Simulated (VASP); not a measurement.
# Ga in VASP: notebook

Aim: see how the results for Ga move with the level of theory and the settings. Levels: RPBE, PBE+D4. Tasks: relaxation of the atoms.

All numbers are computed with VASP 6.6.1; they aren't measurements. Logs are shortened: lines on timing, memory, paths and dates and some standing lists are left out, and cuts for length are marked.

### Step 1. The structure

The cell holds a sheet with vacuum, 2 atoms: a = 4.330 Å, b = 4.330 Å, c = 23.800 Å, α = 90.00°, β = 90.00°, γ = 120.00°.

The cell was built by a generator and needn't be a form met in nature.

### Step 2. Relaxation of the atoms, RPBE

Input file INCAR:

```
PREC = Accurate
ENCUT = 520
EDIFF = 1E-7
ISMEAR = 0
SIGMA = 0.05
LREAL = False
LASPH = True
NELM = 60
ALGO = Normal
ISIF = 2
LWAVE = False
LCHARG = False
LDIPOL = True
IDIPOL = 3
DIPOL = 0.5 0.5 0.294
GGA = RP
IBRION = 2
NSW = 40
EDIFFG = -0.02
```

Input file KPOINTS:

```
Automatic mesh
0
Gamma
  7 7 1
```

Input file POSCAR:

```
Ga
1.0
    4.3304700000      0.0000000000      0.0000000000
   -2.1652300000      3.7503000000      0.0000000000
    0.0000000000      0.0000000000     23.8000000000
Ga
2
Selective dynamics
Direct
    0.3333300000      0.6666700000      0.2941200000  F F F
    0.6666700000      0.3333300000      0.2941200000  T T T
```

Potentials or basis: VASP PAW PBE potentials, release 64 (Ga_d).

On the command line:

```sh
$ cat potpaw_PBE.64/Ga_d/POTCAR > POTCAR
$ mpirun -np 1 vasp_std > vasp.out
```

OUTCAR:

```text
PREC = Accurate
   ENCUT = 520
   EDIFF = 1E-7
   ISMEAR = 0
   LREAL = False
   LASPH = True
   NELM = 60
   ISIF = 2
   GGA = RP
   IBRION = 2
   NSW = 40
   EDIFFG = -0.02

 ion  position               nearest neighbor table
   1  0.333  0.667  0.294-   2 2.50   2 2.50   2 2.50
   2  0.667  0.333  0.294-   1 2.50   1 2.50   1 2.50

  LATTYP: Found a hexagonal cell.
 ALAT       =     4.3304700000
 C/A-ratio  =     5.4959392399

  Lattice vectors:

 A1 = (   4.3304700000,   0.0000000000,   0.0000000000)
 A2 = (  -2.1652300000,   3.7503000000,   0.0000000000)
 A3 = (   0.0000000000,   0.0000000000,  23.8000000000)

Analysis of symmetry for initial positions (statically):
=====================================================================
 Subroutine PRICEL returns:
 Original cell was already a primitive cell.

 Routine SETGRP: Setting up the symmetry group for a
 hexagonal supercell.

 Subroutine GETGRP returns: Found  8 space group operations
 (whereof  4 operations were pure point group operations)
 out of a pool of 24 trial point group operations.

The static configuration has the point symmetry C_2v.
 The point group associated with its full space group is D_2h.

Analysis of symmetry for dynamics (positions and initial velocities):
=====================================================================
 Subroutine PRICEL returns:
 Original cell was already a primitive cell.

 Routine SETGRP: Setting up the symmetry group for a
 hexagonal supercell.

 Subroutine GETGRP returns: Found  8 space group operations
 (whereof  4 operations were pure point group operations)
 out of a pool of 24 trial point group operations.

The dynamic configuration has the point symmetry C_2v.
 The point group associated with its full space group is D_2h.

Analysis of constrained symmetry for selective dynamics:
=====================================================================
 Subroutine PRICEL returns:
 Original cell was already a primitive cell.

 Routine SETGRP: Setting up the symmetry group for a
 hexagonal supercell.

 Subroutine GETGRP returns: Found  4 space group operations
 (whereof  2 operations were pure point group operations)
 out of a pool of 24 trial point group operations.

The constrained configuration has the point symmetry C_1h.
 The point group associated with its full space group is C_2v.

 Subroutine INISYM returns: Found  4 space group operations
 (whereof  2 operations are pure point group operations),
 and found     1 'primitive' translations

----------------------------------------------------------------------------------------

                                     Primitive cell

  volume of cell :     386.5254

  direct lattice vectors                    reciprocal lattice vectors
     4.330470000  0.000000000  0.000000000     0.230921817  0.133322360  0.000000000
    -2.165230000  3.750300000  0.000000000     0.000000000  0.266645335  0.000000000
     0.000000000  0.000000000 23.800000000     0.000000000  0.000000000  0.042016807

  length of vectors
     4.330470000  4.330470072 23.800000000     0.266645339  0.266645335  0.042016807

  position of ions in fractional coordinates (direct lattice)
     0.333330000  0.666670000  0.294120000
     0.666670000  0.333330000  0.294120000

  ion indices of the primitive-cell ions
   primitive index   ion index
                 1           1
                 2           2

----------------------------------------------------------------------------------------

 KPOINTS: Automatic mesh

Automatic generation of k-mesh.
 Grid dimensions read from file:
 generate k-points for:    7    7    1

 Generating k-lattice:

  Cartesian coordinates                     Fractional coordinates (reciprocal lattice)
     0.032988831  0.019046051  0.000000000     0.142857143 -0.000000000  0.000000000
     0.000000000  0.038092191  0.000000000     0.000000000  0.142857143  0.000000000
     0.000000000  0.000000000  0.042016807     0.000000000  0.000000000  1.000000000

  Length of vectors
     0.038092191  0.038092191  0.042016807

  Shift w.r.t. Gamma in fractional coordinates (k-lattice)
     0.000000000  0.000000000  0.000000000

 Subroutine IBZKPT returns following result:
 ===========================================

 Found     16 irreducible k-points:

 Following reciprocal coordinates:
            Coordinates               Weight
  0.000000  0.000000  0.000000      1.000000
  0.142857  0.000000  0.000000      4.000000
 -0.142857  0.142857  0.000000      2.000000
  0.285714  0.000000  0.000000      4.000000
 -0.285714  0.285714  0.000000      2.000000
  0.428571  0.000000  0.000000      4.000000
[... 8 lines left out ...]
  0.285714  0.285714  0.000000      2.000000
 -0.285714 -0.428571  0.000000      4.000000
   k-points           NKPTS =     16   k-points in BZ     NKDIM =     16   number of bands    NBANDS=     17
   number of dos      NEDOS =    301   number of ions     NIONS =      2
   total plane-waves  NPLWV = 184320
   dimension x,y,z NGX =    32 NGY =   32 NGZ =  180
   dimension x,y,z NGXF=    64 NGYF=   64 NGZF=  360
   ions per type =               2
   NGX,Y,Z   is equivalent  to a cutoff of  12.28, 12.28, 12.57 a.u.
   NGXF,Y,Z  is equivalent  to a cutoff of  24.57, 24.57, 25.15 a.u.
 SYSTEM =  unknown system
   PREC   = accura    normal or accurate (medium, high low for compatibility)
   ISTART =      0    job   : 0-new  1-cont  2-samecut
   ICHARG =      2    charge: 1-file 2-atom 10-const
   ISPIN  =      1    spin polarized calculation?
   LNONCOLLINEAR =      F non collinear calculations
   LSORBIT =      F    spin-orbit coupling
   LASPH  =      T    aspherical Exc in radial PAW
   ENCUT  =  520.0 eV  38.22 Ry    6.18 a.u.   8.05  8.05 44.25*2*pi/ulx,y,z
   NELM   =     60;   NELMIN=  2; NELMDL= -5     # of ELM steps
   EDIFF  = 0.1E-06   stopping-criterion for ELM
   LREAL  =      F    real-space projection
   EDIFFG = -.2E-01   stopping-criterion for IOM
   NSW    =     40    number of steps for IOM
   IBRION =      2    ionic relax: 0-MD 1-quasi-New 2-CG
   NFREE  =      1    steps in history (QN), initial steepest desc. (CG)
   ISIF   =      2    stress and relaxation
   ISYM   =      2    0-nonsym 1-usesym 2-fastsym
   POTIM  = 0.5000    time-step for ionic-motion
   TEBEG  =    0.0;   TEEND  =   0.0 temperature during run
   PSTRESS=    0.0 pullay stress
   NELECT =      26.0000    total number of electrons
   NUPDOWN=      -1.0000    fix difference up-down
   EMIN   =  10.00;   EMAX   =-10.00  energy-range for DOS
[... 5 lines left out ...]
     AMIX     =   0.40;   BMIX     =  1.00
     AMIX_MAG =   1.60;   BMIX_MAG =  1.00
  volume/ion in A,a.u.               =     193.26      1304.20
  Fermi-wavevector in a.u.,A,eV,Ry     =   0.665794  1.258168  6.031215  0.443282
  Thomas-Fermi vector in A             =   1.739898
   LORBIT       =      0    0 simple, 1 ext, 2 COOP (PROOUT), +10 PAW based schemes
   GGA     = RP    functional components
   LHFCALC =     F    Hartree Fock is set to
   AEXX    =    0.0000 exact exchange contribution
   IVDW    =     0    specifies the selected vdW correction
   LEPSILON=     F    determine dielectric tensor
   LRPA    =     F    only Hartree local field effects (RPA)
 conjugate gradient relaxation of ions
 non-spin polarized calculation
 Gauss-broadening in eV      SIGMA  =   0.05
  energy-cutoff  :      520.00
  volume of cell :      386.53
 maximum number of plane-waves:     10440
   NGX = 17   NGY = 17   NGZ = 89

 number of electron      26.0000003 magnetization

 dipolmoment           0.000000      0.000000      0.000002 electrons x Angstroem

 Free energy of the ion-electron system (eV)
  ---------------------------------------------------
  ext. energy  EPLUGINS =         0.00000000
  ---------------------------------------------------
  free energy    TOTEN  =        -4.04725037 eV

  energy without entropy =       -4.04332686  energy(sigma->0) =       -4.04528861

 E-fermi :  -3.2915     XC(G=0):  -1.7862

 val. band max:       -3.3423960739   @ k =   0.2857   0.0000   0.0000
 cond. band min:      -3.2666907020   @ k =  -0.1429   0.2857   0.0000
 fundamental gap:      0.0757053719
 Fermi energy:        -3.2914519855

 k-point     1 :       0.0000    0.0000    0.0000
  band No.  band energies     occupation
      1     -18.1701      2.00000
      2     -18.0479      2.00000
      3     -18.0479      2.00000
      4     -17.9986      2.00000
      5     -17.9985      2.00000
      6     -17.8369      2.00000
[... 9 lines left out ...]
     16       0.0455      0.00000
     17       0.7227      0.00000

 k-point     2 :       0.1429    0.0000    0.0000
  band No.  band energies     occupation
      1     -18.1665      2.00000
      2     -18.0527      2.00000
      3     -18.0418      2.00000
      4     -18.0399      2.00000
      5     -18.0391      2.00000
      6     -17.8454      2.00000
[... 9 lines left out ...]
     16       0.2670      0.00000
     17       0.9368      0.00000

 k-point     3 :      -0.1429    0.1429    0.0000
  band No.  band energies     occupation
      1     -18.1665      2.00000
      2     -18.0527      2.00000
      3     -18.0418      2.00000
      4     -18.0399      2.00000
      5     -18.0391      2.00000
      6     -17.8454      2.00000
[... 232 lines left out ...]
 k-point    15 :       0.2857    0.2857    0.0000
  band No.  band energies     occupation
      1     -18.2131      2.00000
      2     -18.1125      2.00000
      3     -18.1107      2.00000
      4     -18.0829      2.00000
      5     -17.9719      2.00000
      6     -17.9239      2.00000
[... 9 lines left out ...]
     16       2.2791      0.00000
     17       2.6132      0.00000

 k-point    16 :      -0.2857   -0.4286    0.0000
  band No.  band energies     occupation
      1     -18.2131      2.00000
      2     -18.1125      2.00000
      3     -18.1107      2.00000
      4     -18.0829      2.00000
      5     -17.9719      2.00000
      6     -17.9239      2.00000
[... 9 lines left out ...]
     16       2.2791      0.00000
     17       2.6132      0.00000

------------------------ aborting loop because EDIFF is reached ----------------------------------------

 vacuum level on the upper side and lower side of the slab       (xc-potential included)        -0.014        -0.014

  FORCE on cell =-STRESS in cart. coord.  units (eV):
  Direction    XX          YY          ZZ          XY          YZ          ZX
  --------------------------------------------------------------------------------------
  -------------------------------------------------------------------------------------
  Total        0.4971530      0.4974723     -0.0024746      0.0002765      0.0000000      0.0000000
  in kB        2.0607375      2.0620609     -0.0102572      0.0011460      0.0000000      0.0000000
  external PRESSURE =       1.3708471 kB  Pullay stress =       0.0000000 kB

 VOLUME and BASIS-vectors are now :
 -----------------------------------------------------------------------------
  energy-cutoff  :      520.00
  volume of cell :      386.53
      direct lattice vectors                 reciprocal lattice vectors
     4.330470000  0.000000000  0.000000000     0.230921817  0.133322360  0.000000000
    -2.165230000  3.750300000  0.000000000     0.000000000  0.266645335  0.000000000
     0.000000000  0.000000000 23.800000000     0.000000000  0.000000000  0.042016807

 POSITION                                       TOTAL-FORCE (eV/Angst)
 -----------------------------------------------------------------------------------
     -0.00002      2.50021      7.00006         0.000116     -0.000067      0.000000
      2.16526      1.25009      7.00006        -0.000116      0.000067      0.000000
 -----------------------------------------------------------------------------------
    total drift:                                0.000003     -0.000002      0.000199

  FREE ENERGIE OF THE ION-ELECTRON SYSTEM (eV)
  ---------------------------------------------------
  free  energy   TOTEN  =        -4.0472503668 eV

  energy  without entropy=       -4.0433268600  energy(sigma->0) =       -4.04528861

 reached required accuracy - stopping structural energy minimisation

 vacuum level on the upper side and lower side of the slab         0.947         0.947
```

Wall time 2.7 min (1 thread of Intel Xeon Platinum 8488C (Sapphire Rapids), shared host); peak memory 0.46 GiB.

What came out:

```
Free energy            : -4.0473 eV
Band gap on the k mesh : none (metal or under the smearing width)
```

Final structure:
```cif
data_structure
_symmetry_space_group_name_H-M 'P 1'
_symmetry_Int_Tables_number 1
_cell_length_a 4.3305
_cell_length_b 4.3305
_cell_length_c 23.8000
_cell_angle_alpha 90.000
_cell_angle_beta 90.000
_cell_angle_gamma 120.000
_cell_volume 386.53
loop_
_atom_site_label
_atom_site_type_symbol
_atom_site_fract_x
_atom_site_fract_y
_atom_site_fract_z
_atom_site_occupancy
Ga1 Ga 0.33333 0.66667 0.29412 1
Ga2 Ga 0.66667 0.33333 0.29412 1
```

Caveat: the relaxation stopped at its first step, so nothing moved; the PAW data sets were made with another functional, which shifts forces and pressure a little.

### Step 3. Relaxation of the atoms, PBE+D4

Input file INCAR:

```
ALGO = Normal
DIPOL = 0.5 0.5 0.294
EDIFF = 1E-6
EDIFFG = -0.01
ENCUT = 520
GGA = PE
IBRION = 2
IDIPOL = 3
ISIF = 2
ISMEAR = 0
IVDW = 13
LASPH = T
LCHARG = F
LDIPOL = T
LREAL = F
LWAVE = F
NELM = 100
NSW = 60
PREC = Accurate
SIGMA = 0.05
```

Input file KPOINTS:

```
k-points
0
Gamma
  7 7 1
```

POSCAR is that of step 2.

Potentials or basis: VASP PAW PBE potentials, release 64 (Ga_d).

On the command line:

```sh
$ cat potpaw_PBE.64/Ga_d/POTCAR > POTCAR
$ mpirun -np 1 vasp_std > vasp.out
```

OUTCAR:

```text
EDIFF = 1E-6
   EDIFFG = -0.01
   ENCUT = 520
   GGA = PE
   IBRION = 2
   ISIF = 2
   ISMEAR = 0
   IVDW = 13
   LASPH = T
   LREAL = F
   NELM = 100
   NSW = 60
   PREC = Accurate

 ion  position               nearest neighbor table
   1  0.333  0.667  0.294-   2 2.50   2 2.50   2 2.50
   2  0.667  0.333  0.294-   1 2.50   1 2.50   1 2.50

  LATTYP: Found a hexagonal cell.
 ALAT       =     4.3304700000
 C/A-ratio  =     5.4959392399

  Lattice vectors:

 A1 = (   4.3304700000,   0.0000000000,   0.0000000000)
 A2 = (  -2.1652300000,   3.7503000000,   0.0000000000)
 A3 = (   0.0000000000,   0.0000000000,  23.8000000000)

Analysis of symmetry for initial positions (statically):
=====================================================================
 Subroutine PRICEL returns:
 Original cell was already a primitive cell.

 Routine SETGRP: Setting up the symmetry group for a
 hexagonal supercell.

 Subroutine GETGRP returns: Found  8 space group operations
 (whereof  4 operations were pure point group operations)
 out of a pool of 24 trial point group operations.
[... 178 lines left out ...]
 cond. band min:      -3.3991753673   @ k =  -0.1429   0.2857   0.0000
 fundamental gap:      0.0893770419
 Fermi energy:        -3.4277235013

 k-point     1 :       0.0000    0.0000    0.0000
  band No.  band energies     occupation
      1     -18.2871      2.00000
      2     -18.1655      2.00000
      3     -18.1655      2.00000
      4     -18.1227      2.00000
      5     -18.1227      2.00000
      6     -17.9539      2.00000
[... 297 lines left out ...]
      4     -18.2006      2.00000
      5     -18.0893      2.00000
      6     -18.0412      2.00000
[... 9 lines left out ...]
     16       2.1303      0.00000
     17       2.6173      0.00000

------------------------ aborting loop because EDIFF is reached ----------------------------------------

 vacuum level on the upper side and lower side of the slab       (xc-potential included)        -0.008        -0.008

  DFT-D4 for vdW energy calculation

  Edisp (eV):   -0.30066

  FORCE on cell =-STRESS in cart. coord.  units (eV):
  Direction    XX          YY          ZZ          XY          YZ          ZX
  --------------------------------------------------------------------------------------
  -------------------------------------------------------------------------------------
  Total      -0.48131    -0.48099    -0.00093     0.00027     0.00000     0.00000
  in kB      -1.99506    -1.99376    -0.00385     0.00112     0.00000     0.00000
  external pressure =       -1.33 kB  Pullay stress =        0.00 kB

 VOLUME and BASIS-vectors are now :
 -----------------------------------------------------------------------------
  energy-cutoff  :      520.00
  volume of cell :      386.53
      direct lattice vectors                 reciprocal lattice vectors
     4.330470000  0.000000000  0.000000000     0.230921817  0.133322360  0.000000000
    -2.165230000  3.750300000  0.000000000     0.000000000  0.266645335  0.000000000
     0.000000000  0.000000000 23.800000000     0.000000000  0.000000000  0.042016807

 POSITION                                       TOTAL-FORCE (eV/Angst)
 -----------------------------------------------------------------------------------
     -0.00002      2.50021      7.00006         0.000094     -0.000054      0.000000
      2.16526      1.25009      7.00006        -0.000094      0.000054      0.000000
 -----------------------------------------------------------------------------------
    total drift:                                0.000002     -0.000002      0.000251

  FREE ENERGIE OF THE ION-ELECTRON SYSTEM (eV)
  ---------------------------------------------------
  free  energy   TOTEN  =        -4.8595643279 eV

  energy  without entropy=       -4.8562874831  energy(sigma->0) =       -4.85792591

 reached required accuracy - stopping structural energy minimisation

 vacuum level on the upper side and lower side of the slab         0.953         0.953
```

Wall time 2 min (1 thread of Intel Xeon Platinum 8488C (Sapphire Rapids), shared host); peak memory 0.46 GiB.

Results:

```yaml
Free_energy: -4.8596 eV
Band_gap_on_the_k_mesh: none (metal or under the smearing width)
Dispersion_energy_per_atom: -0.150 eV
```

Final structure:
```yaml
crystal:
  lattice:
    - [4.33047, 0.00000, 0.00000]
    - [-2.16523, 3.75030, 0.00000]
    - [0.00000, 0.00000, 23.80000]
  atoms:
    - { symbol: Ga, position: [0.33333, 0.66667, 0.29412] }
    - { symbol: Ga, position: [0.66667, 0.33333, 0.29412] }
```

Levels at points of the mesh, in eV from the Fermi level:
| k point | band 9 | band 10 | band 11 | band 12 | band 13 | band 14 | band 15 | band 16 | band 17 |
| --- | --- | --- | --- | --- | --- | --- | --- | --- | --- |
| (0.00, 0.00, 0.00) | -14.52 | -14.52 | -8.17 | -0.88 | 1.28 | 1.28 | 1.64 | 3.48 | 4.22 |

Caveat: the relaxation stopped at its first step, so nothing moved.
